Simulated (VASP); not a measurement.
Write the native input for VASP 6.6.1 that does the following.

| Property | Result |
| --- | --- |
| Task | relaxation of cell and atoms |
| Functional | PBE |
| Dispersion | D3(BJ) |
| Potentials or basis | VASP PAW PBE potentials, release 64 (Ga_d, S) |
| Cutoff | 600 eV |
| k mesh | 9 × 9 × 2 |
| Occupations | gaussian, width 0.03 eV |
| Spin | no spin polarisation |
| Further INCAR settings | ALGO = Normal; EDIFF = 1e-07; IBRION = 2; EDIFFG = -0.005; NSW = 90; ISIF = 3 |

The structure of GaS lies in POSCAR:

```
GaS                                     
1.0
    3.5881281492     -0.0000000000      0.0000000000
   -1.7940640746      3.1074101293     -0.0000000000
    0.0000000000     -0.0000000000     15.4225057272
  Ga              S             
     4     4
Direct
     0.3333333332999970    0.6666666667000030    0.1706235578691137
     0.6666666667000030    0.3333333332999970    0.6706235578691137
     0.3333333332999970    0.6666666667000030    0.3293764421308863
     0.6666666667000030    0.3333333332999970    0.8293764421308863
     0.3333333332999970    0.6666666667000030    0.5999385165630959
     0.6666666667000030    0.3333333332999970    0.0999385165630959
     0.3333333332999970    0.6666666667000030    0.9000614834369041
     0.6666666667000030    0.3333333332999970    0.4000614834369041
```

These files were run (other wordings do the same):

INCAR

```
PREC = Accurate
ENCUT = 600
EDIFF = 1E-7
ISMEAR = 0
SIGMA = 0.03
LREAL = False
LASPH = True
NELM = 80
ALGO = Normal
ISIF = 3
LWAVE = False
LCHARG = False
GGA = PE
IVDW = 12
IBRION = 2
NSW = 90
EDIFFG = -0.005
KPAR = 4
```

KPOINTS

```
Automatic mesh
0
Gamma
  9 9 2
```

Potentials or basis: VASP PAW PBE potentials, release 64 (Ga_d, S).

Command:

```console
$ cat potpaw_PBE.64/Ga_d/POTCAR potpaw_PBE.64/S/POTCAR > POTCAR
$ mpirun -np 4 vasp_std > vasp.out
```

Results of the run:

| Quantity | Value |
| --- | --- |
| Energy gained by relaxing | 0.0 meV/atom |
| Ionic steps | 2 |
| Pressure after relaxing | 0.0 GPa |
| Largest force after relaxing | 0.005 eV/Å |
| Band gap on the k mesh | 1.57 eV, indirect (least direct gap 1.67 eV) |
| Dispersion energy per atom | -0.274 eV |

Caveat: an odd mesh through Γ misses points on the zone boundary, where band edges often lie.

Run time: 100 s on 4 MPI ranks on Intel(R) Xeon(R) Platinum 8375C CPU @ 2.90GHz (Ice Lake), with other jobs on the host, peak memory 0.46 GiB a rank.
